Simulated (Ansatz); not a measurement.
# SnS2 (Berndtite-2T): the cost of one run

Program: Ansatz 0.2.0. Level of theory: DFT, levels as named, plane waves, PAW. These are calculated values, not measurements.

### 1 The structure to begin with

It takes space group P-3m1 (No. 164, trigonal). The conventional cell has a = 3.639 Å, b = 3.639 Å, c = 5.868 Å, α = 90.00°, β = 90.00°, γ = 120.00°. Sn (site symmetry -3m) has 6 S at 2.56 Å as nearest neighbours. S (site symmetry 3m) is surrounded by 3 Sn at 2.56 Å.

Coordinates:

```cif
data_structure
_symmetry_space_group_name_H-M 'P 1'
_symmetry_Int_Tables_number 1
_cell_length_a 3.6390
_cell_length_b 3.6390
_cell_length_c 5.8680
_cell_angle_alpha 90.000
_cell_angle_beta 90.000
_cell_angle_gamma 120.000
_cell_volume 67.30
loop_
_atom_site_label
_atom_site_type_symbol
_atom_site_fract_x
_atom_site_fract_y
_atom_site_fract_z
_atom_site_occupancy
Sn1 Sn 0.00000 0.00000 0.00000 1
S1 S 0.33333 0.66667 0.25000 1
S2 S 0.66667 0.33333 0.75000 1
```

### 2 Relaxation with PBE

Contents of input.yaml:

```yaml
crystal:
  lattice:
    - [3.639, 0.0, 0.0]
    - [-1.8195, 3.15146644, 0.0]
    - [0.0, 0.0, 5.868]
  atoms:
    - { symbol: Sn, position: [0.0, 0.0, 0.0] }
    - { symbol: S, position: [0.33333333, 0.66666667, 0.25] }
    - { symbol: S, position: [0.66666667, 0.33333333, 0.75] }
  symmetry: { tolerance: 0.0003 }
hamiltonian:
  xc: pbe
  pseudopotentials: { kind: paw, azcp: { folder: soft_1 } }
basis:
  ecutwfc: 420
magnetization:
  spin_polarized: false
scf:
  occupations: { method: fermi_dirac, width: 0.02 }
kpoints:
  mp_grid: { grid: [12, 12, 4], shift: [0, 0, 0] }
output:
  forces: true
  stress: true
  eigenvalues: true
relax:
  max_steps: 60
  cell: {}
```

Command:

```console
> ansatz run input.yaml --threads 2 --pin off --max-ram 5120MiB --backend cpu --events-out ev --progress --plain --runs-dir out
```

What time and memory should one allow on 2 threads of Intel Xeon 6975P-C (Granite Rapids), shared host?

About 27 s, with a peak of 0.45 GiB.
